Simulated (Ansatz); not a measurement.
**SnO2 (P4_2/mnm): convergence test of the k-point mesh in Python**

How fine a k-point mesh does SnO2 (P4_2/mnm) need? Aim: a convergence test of the k-point mesh, for SnO2 (P4_2/mnm), run from a script.

All numbers are computed with Ansatz 0.2.0 through its Python package. Level of theory: DFT PBEsol+D4, plane waves, PAW.

## Step 1: The system

It takes space group P4_2/mnm (No. 136, tetragonal). The conventional cell has a = 4.738 Å, b = 4.738 Å, c = 3.187 Å, α = 90.00°, β = 90.00°, γ = 90.00°. Around Sn (site symmetry mmm) lie 6 O at 2.05 to 2.06 Å. O (site symmetry m2m) is surrounded by 3 Sn at 2.05 to 2.06 Å.

No structure file is read: the coordinates are typed or built in the script.

## Step 2: Script

run_kconv.py reads:

```python
"""Convergence of SnO2 with the k-point mesh."""

import warnings

import ansatz
import pandas as pd

warnings.simplefilter("ignore", ansatz.DeckWarning)

cell = (
    ansatz.Lattice.from_parameters(4.738, 4.738, 3.1865, alpha=90, beta=90, gamma=90)
    .space_group(136, hermann_mauguin="P42/mnm")
    .atom("Sn", (0.0, 0.0, 0.0))
    .atom("O", (0.3071, 0.3071, 0.0))
)

setup = (
    cell.calculation()
    .functional(ansatz.Functional.PBESOL, dispersion="d4")
    .basis(550)
    .occupations(ansatz.OccupationsMethod.FIXED)
    .forces()
    .stress()
)

rows = []
for value in [(2, 2, 2), (2, 2, 4), (4, 4, 4), (4, 4, 6), (6, 6, 8), (6, 6, 10)]:
    summary = setup.kpoints(mesh=value).run(threads=1, pin="off").report
    rows.append((value, summary["free_energy_ev"] / len(summary["lattice"]["sites"]), summary["n_iterations"], sum(summary["stress_gpa"][i][i] for i in range(3)) / 3, max(abs(f) for row in summary["forces_ev_ang"] for f in row), summary["n_kpoints"]))

table = pd.DataFrame(rows, columns=["mesh", "F/atom (eV)", "iterations", "P (GPa)", "max component (eV/A)", "k-points"])
print(table.round(5).to_string(index=False))

# differences from the last row
for row in rows[:-1]:
    shift = 1000 * (row[1] - rows[-1][1])
    print(f"{row[0]}: {shift:+.2f} meV/atom" + ("  (within 2 meV)" if abs(shift) < 2 else ""))
```

## Step 3: Running it

Started as:

```
$ python run_kconv.py
```

The program printed:

```text
      mesh  F/atom (eV)  iterations  P (GPa)  max component (eV/A)  k-points
 (2, 2, 2)  -2357.23987           6  2.73634               0.22270         6
 (2, 2, 4)  -2357.32728           6  2.41644               0.13006         9
 (4, 4, 4)  -2357.33225           6  2.64784               0.14732        18
 (4, 4, 6)  -2357.33379           6  2.65763               0.14544        24
 (6, 6, 8)  -2357.33399           6  2.67686               0.14566        50
(6, 6, 10)  -2357.33399           6  2.67747               0.14569        60
(2, 2, 2): +94.13 meV/atom
(2, 2, 4): +6.71 meV/atom
(4, 4, 4): +1.74 meV/atom  (within 2 meV)
(4, 4, 6): +0.21 meV/atom  (within 2 meV)
(6, 6, 8): +0.01 meV/atom  (within 2 meV)
```

Run time: 28 s. Hardware: 1 thread of Arm Neoverse V2, shared host; peak memory 0.55 GiB.

## Step 4: Run by run

From the records of these 6 runs:

```
run      k mesh  energy from run 6 (meV/atom)  pressure (GPa)  gap on the mesh (eV)  SCF cycles  CPU time (s)
  1   [2, 2, 2]                         94.13            2.74                  1.14           6           1.7
  2   [2, 2, 4]                          6.71            2.42                  1.18           6             2
  3   [4, 4, 4]                          1.74            2.65                  1.18           6           3.5
  4   [4, 4, 6]                          0.21            2.66                  1.18           6           4.2
  5   [6, 6, 8]                          0.01            2.68                  1.18           6           7.2
  6  [6, 6, 10]                          0.00            2.68                  1.18           6           8.5
```

## Step 5: Outcome

```
                              quantity           value
                         runs compared               6
       last run but one, from the last  +0.01 meV/atom
within 5 meV/atom of the last run from       [4, 4, 4]
```

In words: From 4×4×4 on it stays within 2 meV an atom of the value at 6×6×10; the first row (2×2×2) is off by 94.1 meV and the last but one by 0.01 meV. The pressure moves from 2.74 to 2.68 GPa. Pressure is positive in compression. Shifts are counted from the finest mesh, which is itself no proven limit.
